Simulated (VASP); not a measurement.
# Lattice of TiAl, functional by functional

Aim: relax TiAl at several levels of theory and compare the cells. The starting structure is a computed structure from the Materials Project. The first relaxation on each setting starts from this cell expanded by 3 % in volume.

Method: Kohn-Sham DFT with plane waves and PAW; PBEsol, LDA, PBE, PBEsol + D3(BJ), r2SCAN, r2SCAN + rVV10, optB86b-vdW and BLYP, in VASP 6.6.1.

### Step 1. The starting structure

Symmetry: Pm-3m, No. 221, cubic system. Conventional cell: a = 3.179 Å, b = 3.179 Å, c = 3.179 Å, α = 90.00°, β = 90.00°, γ = 90.00°. Nearest to Ti lie 8 Al at 2.75 Å. Al has 8 Ti at 2.75 Å nearest. Farther neighbours are not listed.

### Step 2. Relaxation with PBEsol

PBEsol restores the gradient expansion of exchange and is tuned for the cells of solids. This run starts from the cell of an earlier relaxation, which isn't shown; the restart sets up the plane waves anew.

Input file INCAR:

```
SYSTEM = TiAl
PREC = Accurate
ENCUT = 450
EDIFF = 1E-06
NELM = 100
ISMEAR = 1
SIGMA = 0.15
LREAL = .FALSE.
ALGO = Normal
GGA = PS
NBANDS = 13
LASPH = .TRUE.
LORBIT = 11
LWAVE = .FALSE.
LCHARG = .FALSE.
KPAR = 4
IBRION = 2
NSW = 50
ISIF = 3
EDIFFG = -0.006
```

Input file POSCAR:

```
TiAl
1.0
    3.1557015654      0.0000000000      0.0000000000
    0.0000000000      3.1557015654      0.0000000000
    0.0000000000      0.0000000000      3.1557015654
Ti Al
1 1
Direct
    0.0000000000      0.0000000000      0.0000000000
    0.5000000000      0.5000000000      0.5000000000
```

Input file KPOINTS:

```
Automatic mesh
0
Gamma
14 14 14
0 0 0
```

Potentials, in the order of the species: Ti_sv and Al (PBE family, release 64).

The run is started by

```sh
> mpirun -np 4 vasp_std
```

What it wrote:

```text
[banner, memory and clock lines left out]
running    4 mpi-ranks, on    1 nodes
 distrk:  each k-point on    1 cores,    4 groups
 distr:  one band on    1 cores,    1 groups

 POSCAR found type information on POSCAR TiAl
 POSCAR found :  2 types and       2 ions
|                                                                             |
|               ----> ADVICE to this user running VASP <----                  |
|                                                                             |
|     You enforced a specific xc type in the INCAR file but a different       |
|     [... a line on the potential file left out ...]
|     I HOPE YOU KNOW WHAT YOU ARE DOING!                                     |
|                                                                             |

 LDA part: xc-table for (Slater+PW92), standard interpolation
 POSCAR, INCAR and KPOINTS ok, starting setup
 FFT: planning ... GRIDC
 FFT: planning ... GRID_SOFT
 FFT: planning ... GRID
 WAVECAR not read
 entering main loop
       N       E                     dE             d eps       ncg     rms          rms(c)
DAV:   1     0.897092706233E+02    0.89709E+02   -0.66882E+03  3125   0.107E+03
DAV:   2    -0.939366093514E+01   -0.99103E+02   -0.95757E+02  3190   0.295E+02
DAV:   3    -0.145268184352E+02   -0.51332E+01   -0.49516E+01  4822   0.656E+01
DAV:   4    -0.146902960633E+02   -0.16348E+00   -0.16280E+00  3597   0.103E+01
DAV:   5    -0.146958746278E+02   -0.55786E-02   -0.55764E-02  4570   0.185E+00    0.104E+01
DAV:   6    -0.130356498975E+02    0.16602E+01   -0.69452E+00  3636   0.337E+01    0.286E+00
DAV:   7    -0.129807015924E+02    0.54948E-01   -0.53669E-01  3533   0.892E+00    0.180E+00
DAV:   8    -0.129699346535E+02    0.10767E-01   -0.58185E-02  4002   0.247E+00    0.511E-01
DAV:   9    -0.129677419577E+02    0.21927E-02   -0.12524E-02  3630   0.150E+00    0.179E-01
DAV:  10    -0.129678403879E+02   -0.98430E-04   -0.33495E-04  3634   0.205E-01    0.878E-02
DAV:  11    -0.129678243247E+02    0.16063E-04   -0.25902E-04  3962   0.181E-01    0.101E-02
DAV:  12    -0.129678247688E+02   -0.44408E-06   -0.99587E-06  3666   0.289E-02
   1 F= -.12967825E+02 E0= -.12967515E+02  d E =-.129678E+02
 curvature:   0.00 expect dE= 0.000E+00 dE for cont linesearch  0.000E+00
 trial: gam= 0.00000 g(F)=  0.000E+00 g(S)=  0.427E-04 ort = 0.000E+00 (trialstep = 0.100E+01)
 search vector abs. value=  0.427E-04
 bond charge predicted
       N       E                     dE             d eps       ncg     rms          rms(c)
DAV:   1    -0.129685106328E+02   -0.68631E-03   -0.12358E-02  3405   0.157E+00    0.234E-01
DAV:   2    -0.129678510561E+02    0.65958E-03   -0.31863E-03  3408   0.778E-01    0.544E-02
DAV:   3    -0.129677919159E+02    0.59140E-04   -0.25605E-04  3650   0.182E-01    0.150E-02
DAV:   4    -0.129677998021E+02   -0.78862E-05   -0.68121E-05  3973   0.505E-02    0.122E-02
DAV:   5    -0.129678119893E+02   -0.12187E-04   -0.14259E-05  3967   0.243E-02    0.309E-03
DAV:   6    -0.129678137679E+02   -0.17786E-05   -0.60235E-06  3989   0.985E-03    0.324E-03
DAV:   7    -0.129678143111E+02   -0.54327E-06   -0.61857E-07  1962   0.843E-03
   2 F= -.12967814E+02 E0= -.12967500E+02  d E =0.104577E-04
 trial-energy change:    0.000010  1 .order    0.000002   -0.000043    0.000047
 step:   0.3501(harm=  0.4753)  dis= 0.00000  next Energy=   -12.967832 (dE=-0.712E-05)
 bond charge predicted
       N       E                     dE             d eps       ncg     rms          rms(c)
DAV:   1    -0.129681215259E+02   -0.30776E-03   -0.51767E-03  3395   0.102E+00    0.151E-01
DAV:   2    -0.129678471323E+02    0.27439E-03   -0.13432E-03  3398   0.503E-01    0.355E-02
DAV:   3    -0.129678221400E+02    0.24992E-04   -0.10951E-04  3640   0.119E-01    0.969E-03
DAV:   4    -0.129678250659E+02   -0.29259E-05   -0.28869E-05  3938   0.327E-02    0.807E-03
DAV:   5    -0.129678287823E+02   -0.37164E-05   -0.59557E-06  3929   0.158E-02    0.223E-03
DAV:   6    -0.129678291624E+02   -0.38007E-06   -0.26103E-06  3602   0.648E-03
   3 F= -.12967829E+02 E0= -.12967518E+02  d E =-.439358E-05
 curvature:  -0.22 expect dE=-0.251E-06 dE for cont linesearch -0.251E-06
 trial: gam= 0.00000 g(F)=  0.159E-67 g(S)=  0.112E-05 ort =-0.692E-05 (trialstep = 0.870E+00)
 search vector abs. value=  0.112E-05
 reached required accuracy - stopping structural energy minimisation
```

Wall time 39 s (4 MPI ranks of AMD EPYC 7R43, shared host); peak memory 0.55 GiB; 2.5 min of CPU time.

The logs omit lines about the potential files and the build; timing stands in the text.

Parts of OUTCAR (step 2):

```text
ion  position               nearest neighbor table
   1  0.000  0.000  0.000-   2 2.73   2 2.73   2 2.73   2 2.73   2 2.73   2 2.73   2 2.73   2 2.73

  LATTYP: Found a simple cubic cell.
 ALAT       =     3.1557015654

 Subroutine GETGRP returns: Found 48 space group operations
 (whereof 48 operations were pure point group operations)

The static configuration has the point symmetry O_h .

 Found    120 irreducible k-points:

   k-points           NKPTS =    120   k-points in BZ     NKDIM =    120   number of bands    NBANDS=     13

   dimension x,y,z NGX =    24 NGY =   24 NGZ =   24
   dimension x,y,z NGXF=    48 NGYF=   48 NGZF=   48

   ENCUT  =  450.0 eV  33.07 Ry    5.75 a.u.   5.46  5.46  5.46*2*pi/ulx,y,z

   NELECT =      15.0000    total number of electrons

 k-points in reciprocal lattice and weights: Automatic mesh
   0.00000000  0.00000000  0.00000000       0.000
   0.07142857  0.00000000  0.00000000       0.002
   0.14285714  0.00000000  0.00000000       0.002
   0.21428571  0.00000000  0.00000000       0.002
   0.28571429  0.00000000  0.00000000       0.002
   0.35714286  0.00000000  0.00000000       0.002
   0.42857143  0.00000000  0.00000000       0.002
   0.50000000  0.00000000  0.00000000       0.001
   0.07142857  0.07142857  0.00000000       0.004
[...]
0.50000000  0.50000000  0.42857143       0.002
   0.50000000  0.50000000  0.50000000       0.000

 average (electrostatic) potential at core
       1 -71.6666       2 -70.8178

 E-fermi :   8.9228

 k-point     1 :       0.0000    0.0000    0.0000
  band No.  band energies     occupation
    ...
      3     -23.9993      2.00000
      4     -23.9993      2.00000
      5      -0.4386      2.00000
      6       7.4292      2.00000
      7       7.4292      2.00000
      8      10.7589     -0.00000
      9      10.7589     -0.00000
     10      10.7589     -0.00000
     11      13.4458      0.00000
     12      13.4458      0.00000
    ...

 k-point     2 :       0.0714    0.0000    0.0000
  band No.  band energies     occupation
    ...
      3     -23.9984      2.00000
      4     -23.9984      2.00000
      5      -0.3556      2.00000
      6       7.3895      2.00000
      7       7.4668      2.00000
      8      10.6120     -0.00000
      9      10.6120     -0.00000
     10      10.7691     -0.00000
     11      13.0967      0.00000
     12      13.6523      0.00000
    ...

 k-point     3 :       0.1429    0.0000    0.0000
  band No.  band energies     occupation
    ...
      3     -23.9961      2.00000
      4     -23.9961      2.00000
      5      -0.1083      2.00000
      6       7.2237      2.00000
      7       7.5759      2.00000
      8      10.2743     -0.00000
      9      10.2743     -0.00000
     10      10.7979     -0.00000
     11      12.4210      0.00000
     12      14.1721      0.00000
    ...

  Total        0.0039336      0.0039336      0.0039336     -0.0000000     -0.0000000     -0.0000000
  in kB        0.2006689      0.2006689      0.2006689     -0.0000000     -0.0000000     -0.0000000
  external PRESSURE =       0.2006689 kB  Pullay stress =       0.0000000 kB

  energy-cutoff  :      450.00
  volume of cell :       31.41
      direct lattice vectors                 reciprocal lattice vectors
     3.155054080 -0.000000000 -0.000000000     0.316951778 -0.000000000 -0.000000000
     0.000000000  3.155054080 -0.000000000     0.000000000  0.316951778 -0.000000000
     0.000000000  0.000000000  3.155054080     0.000000000  0.000000000  0.316951778

 POSITION                                       TOTAL-FORCE (eV/Angst)
 -----------------------------------------------------------------------------------
      0.00000      0.00000      0.00000        -0.000000      0.000000      0.000000
      1.57753      1.57753      1.57753         0.000000     -0.000000      0.000000
 -----------------------------------------------------------------------------------
    total drift:                                0.000000      0.000000      0.000000

  FREE ENERGIE OF THE ION-ELECTRON SYSTEM (eV)
  ---------------------------------------------------
  free  energy   TOTEN  =       -12.9678291624 eV

  energy  without entropy=      -12.9668960107  energy(sigma->0) =      -12.96751811

 reached required accuracy - stopping structural energy minimisation

 total charge
# of ion       s       p       d       tot
------------------------------------------
    1        2.196   6.128   1.988  10.312
    2        0.422   0.408   0.000   0.831
--------------------------------------------------
tot          2.619   6.536   1.988  11.143

[... 3 further parts left out ...]
```

This run has no spin polarisation. Its electron count is odd, so without a moment it is a metal by construction. The PAW data sets were made with PBE, which is usual practice but a small mismatch for other functionals. The run keeps the 48 symmetry operations of its start, so it cannot find a distortion of lower symmetry.

With PBEsol the relaxed cell holds 15.703 Å³ an atom, -2.25 % against the starting cell, with a = 3.155 Å.

### Step 3. Relaxation with LDA

LDA, the lowest rung, knows the local density alone. This run starts from the cell of an earlier relaxation, which isn't shown; the restart sets up the plane waves anew.

INCAR, as its differences from that of step 2:

```diff
@@ -9,3 +9,3 @@
 ALGO = Normal
-GGA = PS
+GGA = CA
 NBANDS = 13
```

Input file POSCAR:

```
TiAl
1.0
    3.1252222695      0.0000000000      0.0000000000
    0.0000000000      3.1252222695      0.0000000000
    0.0000000000      0.0000000000      3.1252222695
Ti Al
1 1
Direct
    0.0000000000      0.0000000000      0.0000000000
    0.5000000000      0.5000000000      0.5000000000
```

KPOINTS is that of step 2.

The projector-augmented-wave data sets are Ti_sv and Al (LDA family, release 64).

The run is started by

```sh
> mpirun -np 4 vasp_std
```

What it wrote:

```text
[banner, memory and clock lines left out]
running    4 mpi-ranks, on    1 nodes
[...]
LDA part: xc-table for (Slater(with rela. corr.)+CA(PZ))
 , standard interpolation
 POSCAR, INCAR and KPOINTS ok, starting setup
[...]
entering main loop
       N       E                     dE             d eps       ncg     rms          rms(c)
DAV:   1     0.912040727700E+02    0.91204E+02   -0.66866E+03  3120   0.107E+03
DAV:   2    -0.974553773675E+01   -0.10095E+03   -0.97581E+02  3220   0.297E+02
DAV:   3    -0.146923356618E+02   -0.49468E+01   -0.47606E+01  4658   0.651E+01
DAV:   4    -0.148486297761E+02   -0.15629E+00   -0.15537E+00  3686   0.101E+01
[...]
DAV:  11    -0.132985470555E+02   -0.20607E-06   -0.17839E-04  4290   0.139E-01    0.181E-02
DAV:  12    -0.132985451534E+02    0.19020E-05   -0.64363E-06  3555   0.302E-02    0.853E-03
DAV:  13    -0.132985444695E+02    0.68389E-06   -0.14437E-06  2817   0.122E-02
   1 F= -.13298544E+02 E0= -.13298208E+02  d E =-.132985E+02
[...]
DAV:   5    -0.132985486021E+02   -0.10986E-04   -0.13204E-05  3982   0.230E-02    0.413E-03
DAV:   6    -0.132985507812E+02   -0.21791E-05   -0.73072E-06  4476   0.109E-02    0.337E-03
DAV:   7    -0.132985509828E+02   -0.20159E-06   -0.52347E-07  1864   0.802E-03
   2 F= -.13298551E+02 E0= -.13298210E+02  d E =-.651327E-05
 trial-energy change:   -0.000007  1 .order   -0.000007   -0.000044    0.000030
 step:   0.5941(harm=  0.5941)  dis= 0.00000  next Energy=   -13.298557 (dE=-0.130E-04)
[...]
N       E                     dE             d eps       ncg     rms          rms(c)
DAV:   1    -0.132986747033E+02   -0.12392E-03   -0.20836E-03  3400   0.642E-01    0.958E-02
DAV:   2    -0.132985638631E+02    0.11084E-03   -0.53226E-04  3413   0.319E-01    0.221E-02
DAV:   3    -0.132985540979E+02    0.97652E-05   -0.44251E-05  3712   0.747E-02    0.591E-03
DAV:   4    -0.132985553623E+02   -0.12644E-05   -0.11427E-05  3969   0.209E-02    0.511E-03
DAV:   5    -0.132985571742E+02   -0.18119E-05   -0.22108E-06  3580   0.950E-03    0.158E-03
DAV:   6    -0.132985575049E+02   -0.33063E-06   -0.11961E-06  3088   0.441E-03
   3 F= -.13298558E+02 E0= -.13298218E+02  d E =-.130353E-04
[...]
reached required accuracy - stopping structural energy minimisation
```

The job ended after 40 s (4 MPI ranks; peak memory 0.51 GiB; 2.6 min of CPU time).

OUTCAR, selected parts (step 3):

```text
  Total        0.0028448      0.0028448      0.0028448     -0.0000000     -0.0000000     -0.0000000
  in kB        0.1494765      0.1494765      0.1494765     -0.0000000     -0.0000000     -0.0000000
  external PRESSURE =       0.1494765 kB  Pullay stress =       0.0000000 kB

 POSITION                                       TOTAL-FORCE (eV/Angst)
 -----------------------------------------------------------------------------------
      0.00000      0.00000      0.00000         0.000000      0.000000      0.000000
      1.56206      1.56206      1.56206        -0.000000     -0.000000      0.000000
 -----------------------------------------------------------------------------------
    total drift:                               -0.000000      0.000000      0.000000

  FREE ENERGIE OF THE ION-ELECTRON SYSTEM (eV)
  ---------------------------------------------------
  free  energy   TOTEN  =       -13.2985575049 eV

  energy  without entropy=      -13.2975402907  energy(sigma->0) =      -13.29821843

[... 2 parts as in an earlier step ...]

[... 2 further parts left out ...]
[key lines of the parts left out:]
E-fermi :   9.0903
```

With LDA the relaxed cell holds 15.246 Å³ an atom, -5.10 % against the starting cell, with a = 3.124 Å. That is -2.91 % from PBEsol.

### Step 4. Relaxation with PBE

PBE, the usual starting point, adds the gradient of the density. This run starts from the cell of an earlier relaxation, which isn't shown; the restart sets up the plane waves anew.

INCAR, as its differences from that of step 3:

```diff
@@ -9,3 +9,3 @@
 ALGO = Normal
-GGA = CA
+GGA = PE
 NBANDS = 13
```

Input file POSCAR:

```
TiAl
1.0
    3.1847738502      0.0000000000      0.0000000000
    0.0000000000      3.1847738502      0.0000000000
    0.0000000000      0.0000000000      3.1847738502
Ti Al
1 1
Direct
    0.0000000000      0.0000000000      0.0000000000
    0.5000000000      0.5000000000      0.5000000000
```

KPOINTS is that of step 3.

The projector-augmented-wave data sets are Ti_sv and Al (PBE family, release 64).

The run is started by

```sh
> mpirun -np 4 vasp_std
```

What it wrote:

```text
[banner, memory and clock lines left out]
running    4 mpi-ranks, on    1 nodes
[...]
LDA part: xc-table for (Slater+PW92), standard interpolation
 POSCAR, INCAR and KPOINTS ok, starting setup
[...]
entering main loop
       N       E                     dE             d eps       ncg     rms          rms(c)
DAV:   1     0.914371448243E+02    0.91437E+02   -0.66425E+03  3135   0.106E+03
DAV:   2    -0.822441989409E+01   -0.99662E+02   -0.96322E+02  3200   0.296E+02
DAV:   3    -0.135930926089E+02   -0.53687E+01   -0.51524E+01  4769   0.665E+01
DAV:   4    -0.137628062214E+02   -0.16971E+00   -0.16909E+00  3604   0.105E+01
[...]
DAV:  11    -0.121091838093E+02    0.76557E-05   -0.22444E-04  3685   0.183E-01    0.207E-02
DAV:  12    -0.121091857001E+02   -0.18907E-05   -0.17582E-05  3768   0.331E-02    0.910E-03
DAV:  13    -0.121091854670E+02    0.23309E-06   -0.50639E-07  2205   0.904E-03
   1 F= -.12109185E+02 E0= -.12108890E+02  d E =-.121092E+02
[...]
N       E                     dE             d eps       ncg     rms          rms(c)
DAV:   1    -0.121093813110E+02   -0.19561E-03   -0.34436E-03  3405   0.819E-01    0.123E-01
DAV:   2    -0.121091955312E+02    0.18578E-03   -0.92553E-04  3431   0.414E-01    0.305E-02
DAV:   3    -0.121091761742E+02    0.19357E-04   -0.75246E-05  3569   0.102E-01    0.896E-03
DAV:   4    -0.121091782612E+02   -0.20870E-05   -0.20303E-05  3978   0.280E-02    0.634E-03
DAV:   5    -0.121091820481E+02   -0.37869E-05   -0.39928E-06  3774   0.131E-02    0.172E-03
DAV:   6    -0.121091826203E+02   -0.57220E-06   -0.16809E-06  3282   0.523E-03
   2 F= -.12109183E+02 E0= -.12108884E+02  d E =0.284666E-05
 trial-energy change:    0.000003  1 .order   -0.000001   -0.000012    0.000010
 step:   0.5316(harm=  0.5316)  dis= 0.00000  next Energy=   -12.109189 (dE=-0.314E-05)
 reached required accuracy - stopping structural energy minimisation
```

Wall time 31 s (4 MPI ranks); peak memory 0.54 GiB; 2 min of CPU time.

OUTCAR, selected parts (step 4):

```text
  Total        0.0112645      0.0112645      0.0112645      0.0000000     -0.0000000      0.0000000
  in kB        0.5592294      0.5592294      0.5592294      0.0000000     -0.0000000      0.0000000
  external PRESSURE =       0.5592294 kB  Pullay stress =       0.0000000 kB

 POSITION                                       TOTAL-FORCE (eV/Angst)
 -----------------------------------------------------------------------------------
      0.00000      0.00000      0.00000        -0.000000      0.000000      0.000000
      1.59190      1.59190      1.59190         0.000000     -0.000000      0.000000
 -----------------------------------------------------------------------------------
    total drift:                                0.000000      0.000000      0.000000

  FREE ENERGIE OF THE ION-ELECTRON SYSTEM (eV)
  ---------------------------------------------------
  free  energy   TOTEN  =       -12.1091826203 eV

  energy  without entropy=      -12.1082879044  energy(sigma->0) =      -12.10888438

[... 2 parts as in an earlier step ...]

[... 2 further parts left out ...]
[key lines of the parts left out:]
E-fermi :   8.7390
```

With PBE the relaxed cell holds 16.136 Å³ an atom, +0.45 % against the starting cell, with a = 3.184 Å. That is +2.76 % from PBEsol.

[end of part 1 of 3]

[Lines on the potential files, build, host, timing and source positions are cut from VASP's logs without a mark.]

[Logs are printed without paths, hosts, clocks, repeated set-up lines and the standing remarks that a program may print on its own settings, such as how far it seeks lower states.]

[Hosts, paths, dates, database ids (printed as entryN), source tags and the programs' standing remarks are cut or masked in the printed files.]
